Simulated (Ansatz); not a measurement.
Structure: CdS built on the rocksalt prototype, at its r2SCAN minimum. The symmetry is Fm-3m (No. 225, cubic); conventional cell a = 5.454 Å, 20.27 Å³ an atom. Around Cd lie 6 S at 2.73 Å; around S lie 6 Cd at 2.73 Å.

```
Cd S
1.0
     0.00000    2.72678    2.72678
     2.72678    0.00000    2.72678
     2.72678    2.72678    0.00000
Cd S
1 1
Direct
  0.00000 0.00000 0.00000
  0.50000 0.50000 0.50000
```

The questions ask for values computed with the plane-wave code Ansatz on this geometry. (Calculated; non-magnetic; the phase may be known or hypothetical.)

Q: Is there a gap with r2SCAN, and of what kind?

A: With r2SCAN the valence top lies at L and the conduction bottom at X, 0.75 eV higher; the smallest vertical gap, at Γ, is 2.39 eV.

Q: Estimate the gap with PBE+SOC on 8×8×8.

A: The PBE+SOC gap is indirect, 0.25 eV (L to X), below the direct gap of 1.70 eV at Γ. Spin-orbit coupling itself accounts for -0.009 eV. The gap differs by -0.50 eV from r2SCAN's.

Q: How does the gap change from r2SCAN to HSE06+SOC (4×4×4)?

A: The HSE06+SOC gap is indirect, 1.22 eV (L to X), below the direct gap of 2.74 eV at Γ. The gap differs by +0.47 eV from r2SCAN's.

Q: Estimate the gap with PBE0 on 6×6×6.

A: The PBE0 gap is indirect, 1.91 eV (L to X), below the direct gap of 3.43 eV at Γ. The gap differs by +1.16 eV from r2SCAN's.

Q: What are ε∞ and the Born charges with r2SCAN?

A: The clamped-ion dielectric constant comes out as 7.77 in all directions. Born charges, averaged over directions: Cd +2.89, S -2.89 e.

Q: What fraction of exact exchange does the dielectric-dependent hybrid take (1/ε∞ of PBE, averaged over directions)?

A: 0.110.

Q: What do these levels agree on?

A: r2SCAN covers 50 % of the step from PBE to HSE06. All these functionals give a gap of the same kind, indirect.

Only the levels marked +SOC include spin-orbit coupling.

The meshes of the hybrids are coarse, so their gaps aren't converged to the digits shown.
